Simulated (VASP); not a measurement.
# Mn in VASP: work function with PBE

Aim: the work function of Mn with PBE.

All numbers are computed with VASP 6.6.1; they aren't measurements. Logs are shortened: lines on timing, memory, paths and dates and some standing lists are left out, and cuts for length are marked.

## 1. The cell of the first run

The cell holds a slab with vacuum, 6 atoms: a = 2.732 Å, b = 2.732 Å, c = 24.657 Å, α = 90.00°, β = 90.00°, γ = 90.00°.

The slab is cut from a database's or a generator's crystal, which needn't be the stable form of the element.

## 2. Work function, PBE, collinear spin, ferromagnetic start (the (1 0 0) slab of Mn, cut from the database cell, not relaxed)

Contents of INCAR:

```
PREC = Accurate ; ENCUT = 520
EDIFF = 1E-6 ; ISMEAR = 0
SIGMA = 0.05 ; LREAL = False
LASPH = True ; NELM = 120
ALGO = Fast ; ISIF = 2
LWAVE = False ; LCHARG = True
ISPIN = 2 ; MAGMOM = 4 4 4 4 4 4
LORBIT = 11 ; LMAXMIX = 4
LDIPOL = True ; IDIPOL = 3
DIPOL = 0.5 0.5 0.500 ; GGA = PE
LELF = True ; LVHAR = True
LVACPOTAV = True
```

Contents of KPOINTS:

```
regular mesh
0
Gamma
  10 10 1
```

Contents of POSCAR:

```
Mn
1.0
    2.7315534957      0.0000000000      0.0000000000
    0.0000000000      2.7315534957      0.0000000000
    0.0000000000      0.0000000000     24.6575000000
Mn
6
Direct
    0.5000000000      0.5000000000      0.3041670891
    0.0000000000      0.0000000000      0.3825002535
    0.5000000000      0.5000000000      0.4608334178
    0.0000000000      0.0000000000      0.5391665822
    0.5000000000      0.5000000000      0.6174997465
    0.0000000000      0.0000000000      0.6958329109
```

Potentials or basis: VASP PAW PBE potentials, release 64 (Mn_pv).

On the command line:

```
$ cat potpaw_PBE.64/Mn_pv/POTCAR > POTCAR
$ mpirun -np 1 vasp_std > vasp.out
```

OUTCAR:

```text
PREC = Accurate
   ENCUT = 520
   EDIFF = 1E-6
   ISMEAR = 0
   LREAL = False
   LASPH = True
   NELM = 120
   ISIF = 2
   ISPIN = 2
   LORBIT = 11
   GGA = PE

 ion  position               nearest neighbor table
   1  0.500  0.500  0.304-   2 2.73   2 2.73   2 2.73   2 2.73
   2  0.000  0.000  0.383-   3 2.73   3 2.73   3 2.73   3 2.73   1 2.73   1 2.73   1 2.73   1 2.73

   3  0.500  0.500  0.461-   2 2.73   2 2.73   2 2.73   2 2.73   4 2.73   4 2.73   4 2.73   4 2.73

   4  0.000  0.000  0.539-   5 2.73   5 2.73   5 2.73   5 2.73   3 2.73   3 2.73   3 2.73   3 2.73

   5  0.500  0.500  0.617-   4 2.73   4 2.73   4 2.73   4 2.73   6 2.73   6 2.73   6 2.73   6 2.73

   6  0.000  0.000  0.696-   5 2.73   5 2.73   5 2.73   5 2.73

  LATTYP: Found a simple tetragonal cell.
 ALAT       =     2.7315534957
 C/A-ratio  =     9.0269145520

  Lattice vectors:

 A1 = (   2.7315534957,   0.0000000000,   0.0000000000)
 A2 = (   0.0000000000,   2.7315534957,   0.0000000000)
 A3 = (   0.0000000000,   0.0000000000,  24.6575000000)

Analysis of symmetry for initial positions (statically):
=====================================================================
 Subroutine PRICEL returns:
 Original cell was already a primitive cell.

 Routine SETGRP: Setting up the symmetry group for a
 simple tetragonal supercell.

 Subroutine GETGRP returns: Found 16 space group operations
 (whereof  8 operations were pure point group operations)
 out of a pool of 16 trial point group operations.

The static configuration has the point symmetry C_4v.
 The point group associated with its full space group is D_4h.

Analysis of symmetry for dynamics (positions and initial velocities):
=====================================================================
 Subroutine PRICEL returns:
 Original cell was already a primitive cell.

 Routine SETGRP: Setting up the symmetry group for a
 simple tetragonal supercell.

 Subroutine GETGRP returns: Found 16 space group operations
 (whereof  8 operations were pure point group operations)
 out of a pool of 16 trial point group operations.

The dynamic configuration has the point symmetry C_4v.
 The point group associated with its full space group is D_4h.

Analysis of structural, dynamic, and magnetic symmetry:
=====================================================================
 Subroutine PRICEL returns:
 Original cell was already a primitive cell.

 Routine SETGRP: Setting up the symmetry group for a
 simple tetragonal supercell.

 Subroutine GETGRP returns: Found 16 space group operations
 (whereof  8 operations were pure point group operations)
 out of a pool of 16 trial point group operations.

The overall configuration has the point symmetry C_4v.
 The point group associated with its full space group is D_4h.

 Subroutine INISYM returns: Found 16 space group operations
 (whereof  8 operations are pure point group operations),
 and found     1 'primitive' translations

----------------------------------------------------------------------------------------

                                     Primitive cell

  volume of cell :     183.9791

  direct lattice vectors                    reciprocal lattice vectors
     2.731553496  0.000000000  0.000000000     0.366092043  0.000000000  0.000000000
     0.000000000  2.731553496  0.000000000     0.000000000  0.366092043  0.000000000
     0.000000000  0.000000000 24.657500000     0.000000000  0.000000000  0.040555612

  length of vectors
     2.731553496  2.731553496 24.657500000     0.366092043  0.366092043  0.040555612

  position of ions in fractional coordinates (direct lattice)
     0.500000000  0.500000000  0.304167089
     0.000000000  0.000000000  0.382500253
     0.500000000  0.500000000  0.460833418
     0.000000000  0.000000000  0.539166582
     0.500000000  0.500000000  0.617499747
     0.000000000  0.000000000  0.695832911

  ion indices of the primitive-cell ions
[... 55 lines left out ...]
  0.500000  0.400000  0.000000      4.000000
  0.500000  0.500000  0.000000      1.000000
   k-points           NKPTS =     21   k-points in BZ     NKDIM =     21   number of bands    NBANDS=     58
   number of dos      NEDOS =    301   number of ions     NIONS =      6
   total plane-waves  NPLWV =  76800
   dimension x,y,z NGX =    20 NGY =   20 NGZ =  192
   dimension x,y,z NGXF=    40 NGYF=   40 NGZF=  384
   ions per type =               6
   NGX,Y,Z   is equivalent  to a cutoff of  12.17, 12.17, 12.95 a.u.
   NGXF,Y,Z  is equivalent  to a cutoff of  24.34, 24.34, 25.89 a.u.
 SYSTEM =  unknown system
   PREC   = accura    normal or accurate (medium, high low for compatibility)
   ISTART =      0    job   : 0-new  1-cont  2-samecut
   ICHARG =      2    charge: 1-file 2-atom 10-const
   ISPIN  =      2    spin polarized calculation?
   LNONCOLLINEAR =      F non collinear calculations
   LSORBIT =      F    spin-orbit coupling
   LASPH  =      T    aspherical Exc in radial PAW
   ENCUT  =  520.0 eV  38.22 Ry    6.18 a.u.   5.08  5.08 45.85*2*pi/ulx,y,z
   NELM   =    120;   NELMIN=  2; NELMDL= -5     # of ELM steps
   EDIFF  = 0.1E-05   stopping-criterion for ELM
   LREAL  =      F    real-space projection
   EDIFFG = 0.1E-04   stopping-criterion for IOM
   NSW    =      0    number of steps for IOM
   IBRION =     -1    ionic relax: 0-MD 1-quasi-New 2-CG
   NFREE  =      0    steps in history (QN), initial steepest desc. (CG)
   ISIF   =      2    stress and relaxation
   ISYM   =      2    0-nonsym 1-usesym 2-fastsym
   POTIM  = 0.5000    time-step for ionic-motion
   TEBEG  =    0.0;   TEEND  =   0.0 temperature during run
   PSTRESS=    0.0 pullay stress
   NELECT =      78.0000    total number of electrons
   NUPDOWN=      -1.0000    fix difference up-down
   EMIN   =  10.00;   EMAX   =-10.00  energy-range for DOS
   EFERMI =   0.00;   METHOD = LEGACY
   ISMEAR =     0;   SIGMA  =   0.05  broadening in eV -4-tet -1-fermi 0-gaus
   EFERMI_NEDOS =   21; number of points for ismear=-14 and -15
   IALGO  =     68    algorithm
   IMIX   =      4    mixing-type and parameters
     AMIX     =   0.40;   BMIX     =  1.00
     AMIX_MAG =   1.60;   BMIX_MAG =  1.00
  volume/ion in A,a.u.               =      30.66       206.93
  Fermi-wavevector in a.u.,A,eV,Ry     =   1.229845  2.324069 20.579051  1.512518
  Thomas-Fermi vector in A             =   2.364716
   LORBIT       =     11    0 simple, 1 ext, 2 COOP (PROOUT), +10 PAW based schemes
   GGA     = PE    functional components
   LHFCALC =     F    Hartree Fock is set to
   AEXX    =    0.0000 exact exchange contribution
   IVDW    =     0    specifies the selected vdW correction
   LEPSILON=     F    determine dielectric tensor
   LRPA    =     F    only Hartree local field effects (RPA)
 spin polarized calculation
 RMM-DIIS sequential band-by-band and
 Gauss-broadening in eV      SIGMA  =   0.05
  energy-cutoff  :      520.00
  volume of cell :      183.98
 maximum number of plane-waves:      4986
   NGX = 11   NGY = 11   NGZ = 91

 dipolmoment           0.000000      0.000000      0.000000 electrons x Angstroem

 number of electron      77.9999978 magnetization      19.4453388

 dipolmoment           0.000000      0.000000     -0.000000 electrons x Angstroem

 Free energy of the ion-electron system (eV)
  ---------------------------------------------------
  ext. energy  EPLUGINS =         0.00000000
  ---------------------------------------------------
  free energy    TOTEN  =       -49.14969761 eV

  energy without entropy =      -49.13798560  energy(sigma->0) =      -49.14384160

 E-fermi :   1.5476     XC(G=0):  -6.5061

 val. band max:        1.5383726819   @ k =   0.5000   0.2000   0.0000
 cond. band min:       1.5594267307   @ k =   0.3000   0.0000   0.0000
 fundamental gap:      0.0210540488
 Fermi energy:         1.5475773641

 spin component 1

 k-point     1 :       0.0000    0.0000    0.0000
  band No.  band energies     occupation
      1     -48.0177      1.00000
      2     -48.0177      1.00000
      3     -47.7351      1.00000
      4     -47.7351      1.00000
      5     -47.7351      1.00000
      6     -47.7351      1.00000
[... 1123 lines left out ...]
     50       4.0839      0.00000
     51       5.2466      0.00000
 Fermi energy:         1.5475773641

 spin component 2

 k-point     1 :       0.0000    0.0000    0.0000
  band No.  band energies     occupation
      1     -44.5782      1.00000
      2     -44.4473      1.00000
      3     -44.4322      1.00000
      4     -44.4322      1.00000
      5     -44.3778      1.00000
      6     -44.3778      1.00000
[... 1123 lines left out ...]
     50       5.1042      0.00000
     51       6.5984      0.00000
 [bands above 51 left out]

------------------------ aborting loop because EDIFF is reached ----------------------------------------

  FORCE on cell =-STRESS in cart. coord.  units (eV):
  Direction    XX          YY          ZZ          XY          YZ          ZX
  --------------------------------------------------------------------------------------
  -------------------------------------------------------------------------------------
  Total       -5.1585401     -5.1585401     -5.3485332      0.0000000      0.0000000      0.0000000
  in kB      -44.9230187    -44.9230187    -46.5775689      0.0000000      0.0000000      0.0000000
  external PRESSURE =     -45.4745354 kB  Pullay stress =       0.0000000 kB

 VOLUME and BASIS-vectors are now :
 -----------------------------------------------------------------------------
  energy-cutoff  :      520.00
  volume of cell :      183.98
      direct lattice vectors                 reciprocal lattice vectors
     2.731553496  0.000000000  0.000000000     0.366092043  0.000000000  0.000000000
     0.000000000  2.731553496  0.000000000     0.000000000  0.366092043  0.000000000
     0.000000000  0.000000000 24.657500000     0.000000000  0.000000000  0.040555612

 POSITION                                       TOTAL-FORCE (eV/Angst)
 -----------------------------------------------------------------------------------
      1.36578      1.36578      7.50000         0.000000      0.000000      0.578893
      0.00000      0.00000      9.43150         0.000000     -0.000000     -0.095373
      1.36578      1.36578     11.36300        -0.000000      0.000000      0.135694
      0.00000      0.00000     13.29450         0.000000      0.000000     -0.135694
      1.36578      1.36578     15.22600         0.000000      0.000000      0.095373
      0.00000      0.00000     17.15750        -0.000000      0.000000     -0.578893
 -----------------------------------------------------------------------------------
    total drift:                               -0.000000     -0.000000      0.000000

  FREE ENERGIE OF THE ION-ELECTRON SYSTEM (eV)
  ---------------------------------------------------
  free  energy   TOTEN  =       -49.1496976110 eV

  energy  without entropy=      -49.1379855974  energy(sigma->0) =      -49.14384160

 vacuum level on the upper side and lower side of the slab         5.276         5.276

 total charge

# of ion       s       p       d       tot
------------------------------------------
    1        0.332   6.173   4.986  11.491
    2        0.333   6.242   4.999  11.574
    3        0.335   6.247   4.978  11.560
    4        0.335   6.247   4.978  11.560
    5        0.333   6.242   4.999  11.574
    6        0.332   6.173   4.986  11.491
--------------------------------------------------
tot          2.000  37.323  29.927  69.250

 magnetization (x)

# of ion       s       p       d       tot
------------------------------------------
    1        0.015   0.030   3.643   3.688
    2       -0.008  -0.010   2.874   2.857
    3       -0.007  -0.005   2.763   2.752
    4       -0.007  -0.005   2.763   2.752
    5       -0.008  -0.010   2.874   2.857
    6        0.015   0.030   3.643   3.688
--------------------------------------------------
tot         -0.001   0.032  18.561  18.592
```

Wall time 17 min (1 thread of Intel Xeon Platinum 8488C (Sapphire Rapids), shared host); peak memory 0.51 GiB.

Results:

```
Free energy                                           : -49.1497 eV
Largest force                                         : 0.579 eV/Å
Band gap on the k mesh                                : none (metal or under the smearing width)
Net moment                                            : 19.45 μB per cell
Site moments                                          : Mn +3.69, +2.86, +2.75 μB
Valence electrons inside the program's atomic spheres : Mn 11.49, 11.57, 11.56
Work function of the upper face                       : 3.73 eV
Work function of the lower face                       : 3.73 eV
```

Forces in eV/Å, atoms in the order of the input:
```
Mn   0.000  0.000  0.579
Mn   0.000  0.000 -0.095
Mn   0.000  0.000  0.136
Mn   0.000  0.000 -0.136
Mn   0.000  0.000  0.095
Mn   0.000  0.000 -0.579
```
